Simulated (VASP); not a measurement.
# Cs: equation of state with PBE

The system is Cs.

```xyz
1
Lattice="0.0000 3.9483 3.9483 3.9483 0.0000 3.9483 3.9483 3.9483 0.0000" Properties=species:S:1:pos:R:3 pbc="T T T"
Cs    0.0000    0.0000    0.0000
```

This isn't the form of Cs at room conditions, which is bcc.

```json
{
  "Program": "VASP 6.6.1",
  "Task": "equation of state",
  "Functional": "PBE",
  "Potentials or basis": "VASP PAW PBE potentials, release 64 (Cs_sv)",
  "Cutoff": "520 eV",
  "k mesh": "6 × 6 × 6",
  "Occupations": "fermi-dirac, width 0.05 eV",
  "Spin": "no spin polarisation"
}
```

```json
{"Equilibrium volume": "118.73 Å³/atom", "Bulk modulus": "1.9 GPa", "Pressure derivative of the bulk modulus": "3.4"}
```

Energy against volume, from the lowest point:
```
volume (Å³/atom)  energy (meV/atom)
         115.718               0.46
         118.180               0.00
         120.642               0.17
         123.104               0.91
         125.566               2.18
         128.028               3.93
         130.490               6.12
```

All runs of the series together: 2 min on 1 thread of Intel(R) Xeon(R) 6975P-C (Granite Rapids) (shared host).

The run has no spin-orbit coupling, so splittings on Cs are missing.
